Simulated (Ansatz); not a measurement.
# C: the cost of one run

Program: Ansatz 0.2.0. Level of theory: DFT PBE, scalar-relativistic, plane waves, PAW. These are calculated values, not measurements.

The COD entry's cell or inner coordinates are ideal or old and differ from later refinements, so a difference from it is no clean test against experiment.

## Step 1: The system as given

Symmetry: P6_3mc, No. 186, hexagonal system. Conventional cell: a = 2.470 Å, b = 2.470 Å, c = 6.790 Å, α = 90.00°, β = 90.00°, γ = 120.00°. C (site symmetry 3m) is surrounded by 3 C at 1.43 Å.

As a file:

```cif
data_structure
_symmetry_space_group_name_H-M 'P6_3mc'
_symmetry_Int_Tables_number 186
_cell_length_a 2.4700
_cell_length_b 2.4700
_cell_length_c 6.7900
_cell_angle_alpha 90.000
_cell_angle_beta 90.000
_cell_angle_gamma 120.000
_cell_volume 35.88
loop_
_atom_site_label
_atom_site_type_symbol
_atom_site_symmetry_multiplicity
_atom_site_Wyckoff_symbol
_atom_site_fract_x
_atom_site_fract_y
_atom_site_fract_z
_atom_site_occupancy
C1 C 2 a 0.00000 0.00000 0.00000 1
C2 C 2 b 0.66667 0.33333 0.99500 1
```

The runs take a perfect supercell of 48 atoms; the defect goes to fractional position (0.500, 0.250, 0.500).

## Step 2: The perfect supercell

Contents of input.yaml:

```yaml
crystal:
  lattice:
    - [3.705, -2.139083, -6.79]
    - [3.705, -2.139083, 6.79]
    - [-7.41, -4.278165, 0.0]
  atoms:
    - { symbol: C, position: [0.0, 0.0, 0.0] }
    - { symbol: C, position: [0.5, 0.5, 0.0] }
    - { symbol: C, position: [0.666667, 0.666666, 0.833333] }
    - { symbol: C, position: [0.166667, 0.166666, 0.833333] }
    - { symbol: C, position: [0.333333, 0.333334, 0.666667] }
    - { symbol: C, position: [0.833333, 0.833334, 0.666667] }
    - { symbol: C, position: [0.0, 0.0, 0.5] }
    - { symbol: C, position: [0.5, 0.5, 0.5] }
    - { symbol: C, position: [0.666667, 0.666666, 0.333333] }
    - { symbol: C, position: [0.166667, 0.166666, 0.333333] }
    - { symbol: C, position: [0.333333, 0.333334, 0.166667] }
    - { symbol: C, position: [0.833333, 0.833334, 0.166667] }
    - { symbol: C, position: [0.75, 0.25, 0.0] }
    - { symbol: C, position: [0.25, 0.75, 0.0] }
    - { symbol: C, position: [0.416667, 0.916666, 0.833333] }
    - { symbol: C, position: [0.916667, 0.416666, 0.833333] }
    - { symbol: C, position: [0.083333, 0.583334, 0.666667] }
    - { symbol: C, position: [0.583333, 0.083334, 0.666667] }
    - { symbol: C, position: [0.75, 0.25, 0.5] }
    - { symbol: C, position: [0.25, 0.75, 0.5] }
    - { symbol: C, position: [0.416667, 0.916666, 0.333333] }
    - { symbol: C, position: [0.916667, 0.416666, 0.333333] }
    - { symbol: C, position: [0.083333, 0.583334, 0.166667] }
    - { symbol: C, position: [0.583333, 0.083334, 0.166667] }
    - { symbol: C, position: [0.164167, 0.169167, 0.0] }
    - { symbol: C, position: [0.664167, 0.669167, 0.0] }
    - { symbol: C, position: [0.830834, 0.835833, 0.833333] }
    - { symbol: C, position: [0.330834, 0.335833, 0.833333] }
    - { symbol: C, position: [0.4975, 0.502501, 0.666667] }
    - { symbol: C, position: [0.9975, 0.002501, 0.666667] }
    - { symbol: C, position: [0.164167, 0.169167, 0.5] }
    - { symbol: C, position: [0.664167, 0.669167, 0.5] }
    - { symbol: C, position: [0.830834, 0.835833, 0.333333] }
    - { symbol: C, position: [0.330834, 0.335833, 0.333333] }
    - { symbol: C, position: [0.4975, 0.502501, 0.166667] }
    - { symbol: C, position: [0.9975, 0.002501, 0.166667] }
    - { symbol: C, position: [0.580833, 0.085833, 0.0] }
    - { symbol: C, position: [0.080833, 0.585833, 0.0] }
    - { symbol: C, position: [0.2475, 0.752499, 0.833333] }
    - { symbol: C, position: [0.7475, 0.252499, 0.833333] }
    - { symbol: C, position: [0.914166, 0.419167, 0.666667] }
    - { symbol: C, position: [0.414166, 0.919167, 0.666667] }
    - { symbol: C, position: [0.580833, 0.085833, 0.5] }
    - { symbol: C, position: [0.080833, 0.585833, 0.5] }
    - { symbol: C, position: [0.2475, 0.752499, 0.333333] }
    - { symbol: C, position: [0.7475, 0.252499, 0.333333] }
    - { symbol: C, position: [0.914166, 0.419167, 0.166667] }
    - { symbol: C, position: [0.414166, 0.919167, 0.166667] }
basis:
  ecutwfc: 420
  fft_grid_basis: typed
kpoints:
  mp_grid: { grid: [2, 2, 2] }
hamiltonian:
  xc: pbe
  pseudopotentials: { kind: paw }
scf:
  occupations: { method: gaussian, width: 0.05 }
output:
  forces: true
  stress: false
  eigenvalues: true
  bader: false
  write_density: true
  volumetric_format: npy
```

Launch:

```
$ ansatz run input.yaml --threads 4 --pin off --max-ram 10240MiB --backend cpu --events-out ev --progress --plain --runs-dir out
```

What time and memory should one allow on 4 threads of Arm Neoverse N1, shared host?

About 9.4 s, with a peak of 1.6 GiB.
